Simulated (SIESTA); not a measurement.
Crystal: As.

```
CELL_PARAMETERS angstrom
1.82500 -5.50000 0.00000
1.82500 5.50000 0.00000
0.00000 0.00000 4.47000
ATOMIC_POSITIONS crystal
As 0.39000 0.61000 0.56000
As 0.89000 0.11000 0.94000
As 0.61000 0.39000 0.44000
As 0.11000 0.89000 0.06000
```

This isn't the form of As at room conditions, which is rhombohedral.

Base run:

| Quantity | Value |
| --- | --- |
| Program | SIESTA 5.4.2 |
| Functional | BLYP |
| Potentials or basis | PseudoDojo 0.4 standard (PBE files) |
| Basis | DZP (energy shift 0.003 Ry; two zetas on semicore shells) |
| Grid cutoff | 500 Ry |
| Energy shift | 0.003 Ry |
| k mesh | 8 × 8 × 6 |
| Occupations | fermi-dirac, width 0.05 eV |
| Spin | no spin polarisation |

Its results: pressure 10.3 GPa; largest force 0.594 eV/Å.

Task: The run is repeated on the same cell with these changes: functional from BLYP to vdW-DF-cx. What comes out?

Result: Pressure 3.7 GPa; largest force 0.609 eV/Å.

Caveats: the potentials were made for another functional, which shifts forces and pressure; the basis of atomic orbitals isn't converged, which shifts pressures, moduli and gaps.
